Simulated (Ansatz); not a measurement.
Runs of Ansatz 0.2.0 on Te2Mo. The cell holds a slab with vacuum, 6 atoms: a = 6.362 Å, b = 3.480 Å, c = 36.176 Å, α = 90.00°, β = 90.14°, γ = 90.00°. 

```csv
task,level,potentials or basis,cell,cutoff (eV),points for each segment of the path,V0 of scaled cells (Å³/atom),relaxed volume (Å³/atom),B0 (GPa),largest force (eV/Å)
equation of state,PBE,PseudoDojo standard,as given,1120,-,(a),-,18,-
equation of state,BLYP+D3(BJ),Ansatz PAW,as given,420,-,135.22,-,17,-
relaxation of cell and atoms,LDA,Ansatz PAW,relaxed,420,-,-,(b),-,-
band structure,BPBE,Ansatz PAW,as given,420,14,-,-,-,0.23
relaxation of cell and atoms,PBEsol+D4,Ansatz PAW,relaxed,420,-,-,128.78,-,0.01
```

Alike in all rows: no spin polarisation; k mesh 4 × 8 × 1; smearing fermi-dirac 0.05 eV.

Problem. Fill in the values left out.

Solution. (a) 134.46; (b) 126.92.

Caveats: the PAW data sets come from PBE, with cores solved anew for the run's functional, which leaves a small shift of forces and pressure (some runs); the cell was scaled at fixed shape and fractional positions, which overstates the stiffness of a crystal with free parameters, most of all of layers and chains (some runs); the plane-wave basis is chosen anew once the cell has moved, so the energies of steps on either side of that aren't comparable (some runs); the potentials were made for another functional, which shifts forces and pressure (some runs).
